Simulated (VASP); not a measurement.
Crystal: NiSb.

```
Ni Sb
1.0
     0.00000    2.98845    2.98845
     2.98845    0.00000    2.98845
     2.98845    2.98845    0.00000
Ni Sb
1 1
Direct
  0.75000 0.75000 0.75000
  0.00000 0.00000 0.00000
```

The cell was built by a generator and needn't be a form met in nature.

```yaml
Program: VASP 6.6.1
Task: relaxation of cell and atoms
Functional: PBEsol
Potentials_or_basis: VASP PAW PBE potentials, release 64 (Ni, Sb)
Cutoff: 600 eV
k_mesh: 5 × 5 × 5
Occupations: fermi-dirac, width 0.0834 eV
Spin: no spin polarisation
```

At the start: pressure -10.0 GPa; volume 26.69 Å³/atom.

How do energy, volume and symmetry change on relaxing?

Over 3 steps the energy falls by 161.7 meV/atom and the volume is 22.28 Å³/atom (-16.5 %); space group F-43m (No. 216, to 0.05 Å).

Step by step:
```tsv
step	energy change (eV)	largest force (eV/Å)	pressure (GPa)	volume (Å³)
1	0.0000	0.0000	-9.96	53.38
2	-0.2640	0.0000	6.68	41.56
3	-0.3234	0.0000	-0.03	44.57
```

Final structure:
```cif
data_structure
_symmetry_space_group_name_H-M 'P 1'
_symmetry_Int_Tables_number 1
_cell_length_a 3.9797
_cell_length_b 3.9797
_cell_length_c 3.9797
_cell_angle_alpha 60.000
_cell_angle_beta 60.000
_cell_angle_gamma 60.000
_cell_volume 44.57
loop_
_atom_site_label
_atom_site_type_symbol
_atom_site_fract_x
_atom_site_fract_y
_atom_site_fract_z
_atom_site_occupancy
Ni1 Ni 0.75000 0.75000 0.75000 1
Sb1 Sb 0.00000 0.00000 0.00000 1
```

Caveat: the k mesh is coarse (spacing up to 0.36 Å⁻¹), so the values aren't converged; the volume moved by over 15 % at a fixed basis, so the end points are rough; the PAW data sets were made with another functional, which shifts forces and pressure a little.
